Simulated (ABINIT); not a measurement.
Runs of ABINIT 10.8.3 (patched build) on HfC. The structure is cubic, space group Fm-3m (No. 225). Conventional cell: a = 4.650 Å, b = 4.650 Å, c = 4.650 Å, α = 90.00°, β = 90.00°, γ = 90.00°. Around Hf (site symmetry m-3m) lie 6 C at 2.33 Å. Around C (site symmetry m-3m) lie 6 Hf at 2.33 Å. 

```tsv
task	level	potentials or basis	spin	k mesh	cutoff (eV)	fine-grid cutoff	mesh quality	gap on the mesh (eV)	pressure (GPa)	V0 of scaled cells (Å³/atom)	B0 (GPa)
single point	r2SCAN	JTH PAW PBE v2.0	off	6 × 6 × 6	653	1251.72 eV	coarse	none	(c)	-	-
single point	LDA	JTH PAW LDA v2.0	off	13 × 13 × 13	544	1088.46 eV	not flagged	none	-12.3	-	-
equation of state	BLYP	JTH PAW PBE v2.0	off	10 × 10 × 10	544	1088.46 eV	not flagged	-	-	12.97	225
band structure	SOGGA	JTH PAW PBE v2.0	off	10 × 10 × 10	544	1088.46 eV	not flagged	none	-8.0	-	-
single point	PBEsol	JTH PAW PBE v2.0	off	4 × 4 × 4	544	1088.46 eV	coarse	none	-7.8	-	-
equation of state	AM05	JTH PAW PBE v2.0	off	10 × 10 × 10	544	1088.46 eV	not flagged	-	-	12.19	(a)
band structure	WC	JTH PAW PBE v2.0	SOC, no magnetisation	10 × 10 × 10	544	1088.46 eV	not flagged	none	(b)	-	-
band structure	HCTH407	JTH PAW PBE v2.0	off	10 × 10 × 10	544	1088.46 eV	not flagged	none	-5.2	-	-
```

Alike in all rows: cell as given; smearing fermi-dirac 0.05 eV.

Problem. Estimate the missing entries.

Solution. (a) 254; (b) -6.0; (c) -0.2.

Caveats: some runs use coarse meshes; the PAW data sets were made with another functional, which shifts forces and pressure a little (some runs); pressures at fixed basis lie under the slope of the energies (some runs); spin-orbit coupling is left out, which moves the levels of the heavy elements (some runs).

A k mesh can miss the band edges, and rows without SOC leave out spin-orbit coupling on Hf.

A gap of «none» marks a metal or a gap under the smearing width.

Runs at the PBE level aren't shown here.
